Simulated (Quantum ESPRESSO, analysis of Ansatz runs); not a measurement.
# A hop of O in SnO2 (P4_2/mnm), charge +2 (Quantum ESPRESSO), part 4 of 4

Wanted: path and barrier of a jump of O in SnO2 (P4_2/mnm) at charge +2. The case: V_O hop (2.9 Å), in a cell of 72 host atoms with 1 O taken out.

Quantum ESPRESSO 7.5; Quantum ESPRESSO plane-wave DFT, PBEsol, GBRV 1.5 PBEsol potentials; nudged elastic band between two relaxed defect structures at fixed charge in a uniform background.

So far: The starting structure; Relaxation of the start point, charge +2; Relaxation of the end point, charge +2.

### Step 5. Nudged elastic band, charge +2

3 movable images are laid between the ends by interpolation. Each image feels the true force across the path and a spring force along it. The highest image is set to climb to the top of the path.

This step: Quantum ESPRESSO plane-wave DFT, PBEsol, GBRV 1.5 PBEsol potentials; nudged elastic band between two relaxed defect structures at fixed charge in a uniform background.

neb.in reads:

```
BEGIN
BEGIN_PATH_INPUT
&PATH
  restart_mode = 'from_scratch'
  string_method = 'neb'
  nstep_path = 45
  ds = 1.5
  opt_scheme = 'broyden'
  num_of_images = 5
  k_max = 0.3
  k_min = 0.2
  CI_scheme = 'auto'
  path_thr = 0.06
/
END_PATH_INPUT
BEGIN_ENGINE_INPUT
&CONTROL
  prefix = 'pwscf'
  outdir = './tmp'
  pseudo_dir = './pseudo'
  disk_io = 'low'
/
&SYSTEM
  ibrav = 0
  nat = 71
  ntyp = 2
  ecutwfc = 36
  ecutrho = 288
  nbnd = 312
  occupations = 'smearing'
  smearing = 'fd'
  degauss = 0.00073499
  tot_charge = 2
  nosym = .true.
/
&ELECTRONS
  conv_thr = 7d-08
  electron_maxstep = 100
  mixing_beta = 0.5
/
ATOMIC_SPECIES
Sn   118.7100 sn_pbesol_v1.4.uspp.F.UPF
O     15.9990 o_pbesol_v1.2.uspp.F.UPF
CELL_PARAMETERS angstrom
   9.5066964961    0.0000000000    0.0000000000
   0.0000000000    9.5066964961    0.0000000000
   0.0000000000    0.0000000000    9.6255699527
BEGIN_POSITIONS
FIRST_IMAGE
ATOMIC_POSITIONS crystal
Sn     0.2481074481    0.2505897479    0.1661744663
Sn     0.0052033121   -0.0058535231   -0.0000965946
O      0.0963761378    0.4046264497    0.1673054695
O      0.3999027752    0.0955908520    0.1683954039
O      0.1528726583    0.1516204436   -0.0000809523
O      0.3462541562    0.3469427733   -0.0000968787
Sn     0.2483159703    0.2495995835    0.4999070696
Sn    -0.0053205704    0.0047378066    0.3314268384
O      0.0929432134    0.3999187418    0.4998608123
O      0.3998607940    0.0954108509    0.4998990643
O      0.1519690802    0.1551375628    0.3330830373
O      0.3461258974    0.3539328733    0.3358970639
Sn     0.2481589786    0.2506041332    0.8336349603
Sn    -0.0053471002    0.0047561354    0.6683103739
O      0.0964496569    0.4046829402    0.8325649850
O      0.3999655942    0.0956623116    0.8313625362
O      0.1519923794    0.1551147409    0.6667879796
O      0.3460553520    0.3539488945    0.6639240562
Sn     0.2510865703    0.7483572836    0.1677537378
Sn    -0.0011874783    0.5014367874   -0.0000795512
O      0.0986609825    0.9012826784    0.1715382512
O      0.4045392601    0.5945594542    0.1686833010
O      0.1547821233    0.6524191356   -0.0000426775
O      0.3472958548    0.8442999873   -0.0000909208
Sn     0.2328558749    0.7667261806    0.4999212019
Sn    -0.0010499798    0.4990566304    0.3337896629
O      0.0878173705    0.9121805401    0.4998418068
O      0.1619338015    0.6467757910    0.3393095287
O      0.3532628982    0.8369062510    0.3393492768
Sn     0.2511141904    0.7482573675    0.8320890006
Sn    -0.0010840486    0.4991282608    0.6660302294
O      0.0985631566    0.9011141944    0.8283100675
O      0.4045284812    0.5945202960    0.8311764059
O      0.1621387525    0.6465495541    0.6604020295
O      0.3531885917    0.8370407345    0.6604953392
Sn     0.7533238934    0.2460240280    0.1643937915
Sn     0.4980031127    0.0004744988   -0.0001447934
O      0.6012869296    0.3985233468    0.1565930503
O      0.9040607920    0.0948765708    0.1638976505
O      0.6542523300    0.1495145634   -0.0000780953
O      0.8502225937    0.3447482475   -0.0001485965
Sn     0.7485085896    0.2508599609    0.4998849757
Sn     0.5002888725    0.0005337961    0.3337557799
O      0.5862570403    0.4133974524    0.4998928358
O      0.8993823856    0.0995116107    0.4999077249
O      0.6477831883    0.1602311203    0.3333636862
O      0.8395402049    0.3512043270    0.3333138198
Sn     0.7533659744    0.2460293721    0.8353569222
Sn     0.5003026897    0.0005281126    0.6660205650
O      0.6012042803    0.3984462700    0.8432167922
O      0.9040803019    0.0948378871    0.8358803527
O      0.6477580480    0.1602158925    0.6664015265
O      0.8396287013    0.3511465988    0.6664301497
Sn     0.7488446148    0.7512614168    0.1661974457
Sn     0.4975365483    0.5018857898   -0.0000702720
O      0.5952609101    0.9034327000    0.1672873755
O      0.9033340707    0.5990387607    0.1684557962
O      0.6520949088    0.6535435381   -0.0001308818
O      0.8482123093    0.8459928079   -0.0001609529
Sn     0.7497363320    0.7510061037    0.4998723792
Sn     0.5120867547    0.4873525379    0.3186574911
O      0.5999302839    0.9069142416    0.4998955328
O      0.9035399546    0.5990557841    0.4999588126
O      0.6451551089    0.6536060717    0.3358852653
O      0.8447863923    0.8469959330    0.3330568323
Sn     0.7488978161    0.7512316648    0.8335628333
Sn     0.5120407130    0.4873367135    0.6811444681
O      0.5951719538    0.9033324884    0.8324371561
O      0.9033998851    0.5990083008    0.8313318530
O      0.6452048316    0.6535065533    0.6639085359
O      0.8447864039    0.8469064497    0.6666965163
INTERMEDIATE_IMAGE
ATOMIC_POSITIONS crystal
Sn     0.2451025735    0.2472258894    0.1625335332
Sn     0.0027242528   -0.0054452065   -0.0006442890
[... 69 atom lines left out ...]
INTERMEDIATE_IMAGE
ATOMIC_POSITIONS crystal
Sn     0.2421863058    0.2439707929    0.1590166618
Sn     0.0003041568   -0.0050490783   -0.0011805446
[... 69 atom lines left out ...]
INTERMEDIATE_IMAGE
ATOMIC_POSITIONS crystal
Sn     0.2392759545    0.2407220668    0.1555234359
Sn    -0.0021302781   -0.0046706322   -0.0017147983
[... 69 atom lines left out ...]
LAST_IMAGE
ATOMIC_POSITIONS crystal
Sn     0.2362722164    0.2373668771    0.1519254599
Sn    -0.0046194120   -0.0042592534   -0.0022658237
[... 4 atom lines left out ...]
Sn     0.2362934933    0.2372910878    0.5144637107
[... 1 atom line left out ...]
O      0.1033470699    0.4036902608    0.4973142085
[... 2 atom lines left out ...]
O      0.3950180506    0.5859618261    0.4936682093
[... 5 atom lines left out ...]
O      0.3441814352    0.3440906586    0.6643870279
[... 3 atom lines left out ...]
O      0.3951938636    0.5862740532    0.1727832814
[... 2 atom lines left out ...]
Sn     0.2484312481    0.7500260695    0.4993169973
[... 2 atom lines left out ...]
O      0.1484843100    0.6568698240    0.3331754937
[... 9 atom lines left out ...]
O      0.5870513218    0.3967915498    0.1724979968
[... 5 atom lines left out ...]
O      0.5870871843    0.3966550205    0.4938491223
[... 16 atom lines left out ...]
Sn     0.5159655277    0.5163143841    0.3332148576
[... 2 atom lines left out ...]
O      0.6602153248    0.6625852707    0.3332859827
[... 2 atom lines left out ...]
Sn     0.4975885800    0.4980251726    0.6653148878
[... 3 atom lines left out ...]
O      0.8446627825    0.8446321511    0.6691660554
END_POSITIONS
K_POINTS gamma
END_ENGINE_INPUT
END
```

The run is started by

```
> OMP_NUM_THREADS=1 mpirun -n 4 neb.x -ni 2 -inp neb.in > neb.out
```

The program printed:

```text
[shortened: banners, details of potentials and solvers, and blank lines are left out]
[banner, memory and clock lines left out]
     path-images division:  nimage    =       2
     initial path length           =  5.3864 bohr
     initial inter-image distance  =  1.3466 bohr
     string_method                 =    neb
     restart_mode                  =    from_scratch
     opt_scheme                    =    broyden
     num_of_images                 =    5
     nstep_path                    =    45
     CI_scheme                     =    auto
     first_last_opt                =    F
     use_freezing                  =    F
     ds                            =    1.5000 a.u.
     k_max                         =    0.3000 a.u.
     k_min                         =    0.2000 a.u.
     path_thr                      =    0.0600 eV / A
     ------------------------------ iteration   1 ------------------------------
     activation energy (->) =   2.980613 eV
     activation energy (<-) =   2.980220 eV
     image        energy (eV)        error (eV/A)        frozen
         1     -72543.7014690            0.017334            T
         2     -72542.0562698            5.202636            F
         3     -72540.7208555            8.162822            F
         4     -72542.0509957            5.548824            F
         5     -72543.7010755            0.019294            T
     climbing image =  3
     path length          =  5.386 bohr
     inter-image distance =  1.347 bohr
     ------------------------------ iteration   2 ------------------------------
     activation energy (->) =   2.097943 eV
     activation energy (<-) =   2.097549 eV
     image        energy (eV)        error (eV/A)        frozen
         1     -72543.7014690            0.017334            T
         2     -72542.5404393            1.268169            F
         3     -72541.6035263            3.096625            F
         4     -72542.5542380            1.712030            F
         5     -72543.7010755            0.019294            T
     climbing image =  3
     path length          =  5.509 bohr
[...]
------------------------------ iteration   3 ------------------------------
     activation energy (->) =   1.732387 eV
     activation energy (<-) =   1.731994 eV
     image        energy (eV)        error (eV/A)        frozen
         1     -72543.7014690            0.017334            T
         2     -72542.6622172            0.992086            F
         3     -72541.9690816            1.029249            F
         4     -72542.6744750            0.864965            F
         5     -72543.7010755            0.019294            T
     climbing image =  3
     path length          =  5.510 bohr
[...]
------------------------------ iteration   4 ------------------------------
     activation energy (->) =   1.543706 eV
     activation energy (<-) =   1.543313 eV
     image        energy (eV)        error (eV/A)        frozen
         1     -72543.7014690            0.017334            T
         2     -72542.7406146            0.388622            F
         3     -72542.1577629            0.565414            F
         4     -72542.7548063            0.469182            F
         5     -72543.7010755            0.019294            T
     climbing image =  3
     path length          =  5.592 bohr
[...]
------------------------------ iteration   5 ------------------------------
     activation energy (->) =   1.425409 eV
     activation energy (<-) =   1.425016 eV
     image        energy (eV)        error (eV/A)        frozen
         1     -72543.7014690            0.017334            T
         2     -72542.7941185            0.253901            F
         3     -72542.2760596            0.440074            F
         4     -72542.8279567            0.307035            F
         5     -72543.7010755            0.019294            T
     climbing image =  3
     path length          =  5.676 bohr
[...]
------------------------------ iteration   6 ------------------------------
     activation energy (->) =   1.336823 eV
     activation energy (<-) =   1.336430 eV
     image        energy (eV)        error (eV/A)        frozen
         1     -72543.7014690            0.017334            T
         2     -72542.8306299            0.164862            F
         3     -72542.3646456            0.220348            F
         4     -72542.8977492            0.161760            F
         5     -72543.7010755            0.019294            T
     climbing image =  3
     path length          =  5.791 bohr
[...]
------------------------------ iteration   7 ------------------------------
     activation energy (->) =   1.293237 eV
     activation energy (<-) =   1.292843 eV
     image        energy (eV)        error (eV/A)        frozen
         1     -72543.7014690            0.017334            T
         2     -72542.8405995            0.113219            F
         3     -72542.4082321            0.163238            F
         4     -72542.9374586            0.163712            F
         5     -72543.7010755            0.019294            T
     climbing image =  3
     path length          =  5.904 bohr
[...]
------------------------------ iteration   8 ------------------------------
     activation energy (->) =   1.282094 eV
     activation energy (<-) =   1.281700 eV
     image        energy (eV)        error (eV/A)        frozen
         1     -72543.7014690            0.017334            T
         2     -72542.8424294            0.088362            F
         3     -72542.4193751            0.145465            F
         4     -72542.9480004            0.120375            F
         5     -72543.7010755            0.019294            T
     climbing image =  3
     path length          =  5.913 bohr
[...]
------------------------------ iteration   9 ------------------------------
     activation energy (->) =   1.272652 eV
     activation energy (<-) =   1.272259 eV
     image        energy (eV)        error (eV/A)        frozen
         1     -72543.7014690            0.017334            T
         2     -72542.8437600            0.073984            F
         3     -72542.4288170            0.111543            F
         4     -72542.9575173            0.107811            F
         5     -72543.7010755            0.019294            T
     climbing image =  3
     path length          =  5.935 bohr
[...]
------------------------------ iteration  10 ------------------------------
     activation energy (->) =   1.262748 eV
     activation energy (<-) =   1.262355 eV
     image        energy (eV)        error (eV/A)        frozen
         1     -72543.7014690            0.017334            T
         2     -72542.8444803            0.063402            F
         3     -72542.4387210            0.087255            F
         4     -72542.9676467            0.087386            F
         5     -72543.7010755            0.019294            T
     climbing image =  3
     path length          =  5.962 bohr
[...]
------------------------------ iteration  11 ------------------------------
     activation energy (->) =   1.253345 eV
     activation energy (<-) =   1.252951 eV
     image        energy (eV)        error (eV/A)        frozen
         1     -72543.7014690            0.017334            T
         2     -72542.8440334            0.049811            F
         3     -72542.4481242            0.082257            F
         4     -72542.9780122            0.056981            F
         5     -72543.7010755            0.019294            T
     climbing image =  3
     path length          =  5.999 bohr
[...]
------------------------------ iteration  12 ------------------------------
     activation energy (->) =   1.247024 eV
     activation energy (<-) =   1.246630 eV
     image        energy (eV)        error (eV/A)        frozen
         1     -72543.7014690            0.017334            T
         2     -72542.8421668            0.050503            F
         3     -72542.4544451            0.083711            F
         4     -72542.9866475            0.063874            F
         5     -72543.7010755            0.019294            T
     climbing image =  3
     path length          =  6.045 bohr
[...]
------------------------------ iteration  13 ------------------------------
     activation energy (->) =   1.243255 eV
     activation energy (<-) =   1.242861 eV
     image        energy (eV)        error (eV/A)        frozen
         1     -72543.7014690            0.017334            T
         2     -72542.8430281            0.035836            F
         3     -72542.4582144            0.057438            F
         4     -72542.9931098            0.059277            F
         5     -72543.7010755            0.019294            T
     climbing image =  3
     path length          =  6.070 bohr
     inter-image distance =  1.517 bohr
     neb: convergence achieved in  13 iterations
```

Run time: 56 min. Hardware: 4 MPI ranks of Arm Neoverse V1, shared host; peak memory 2.5 GiB.

Images along the path:

```tsv
image	path (Å)	energy (eV)	O12: x, y, z (Å)
0	0.000	0.0000	3.291, 3.365, 3.233
1	0.919	0.8584	3.172, 4.000, 3.728
2	1.679	1.2433	3.294, 4.462, 4.247
3	2.369	0.7084	3.451, 4.976, 4.533
4	3.212	0.0004	3.755, 5.571, 4.752
```

Numbers from this step:

* barrier forward: 1.243 eV
* barrier backward: 1.243 eV
* end less start: 3.93e-4 eV
* hop length: 2.718 Å

The band met its tolerance of 0.06 eV/Å after 13 iterations, with image 2 on top (the start counts as 0). O12, which moves farthest between the ends, has 3 Sn at 2.03 to 2.12 Å nearest at the start and 2 Sn at 1.98 to 2.21 Å at the top.

### Step 6. Results

```json
{
 "barrier forward": "1.24 eV",
 "barrier backward": "1.24 eV",
 "end less start": "0.00 eV",
 "hop length": "2.72 Å",
 "band iterations, as the log counts them": "13"
}
```

What this shows: The top of the band lies 1.24 eV above the start and 1.24 eV above the end. With an assumed prefactor of 1e13 per second it gives one hop a second along this one path at about 480 K; whether such hops link up through the crystal wasn't checked. The order of the top as a saddle was not checked for all atoms, so a bent path could be lower. No image-charge correction is applied; it largely cancels along a path if the charge stays localised alike. What this leaves open: sampling at the zone centre alone can move energies of charged and open-shell states by tenths of an eV or more in cells of this size; spin–orbit coupling, which can matter with heavy atoms, is left out. The cutoff of 36 Ry is under the 40 Ry advised for these potentials.

[Logs are printed without paths, hosts, clocks, repeated set-up lines and the standing remarks that a program may print on its own settings, such as how far it seeks lower states.]

[Hosts, paths, dates, database ids (printed as entryN), source tags and the programs' standing remarks are cut or masked in the printed files.]
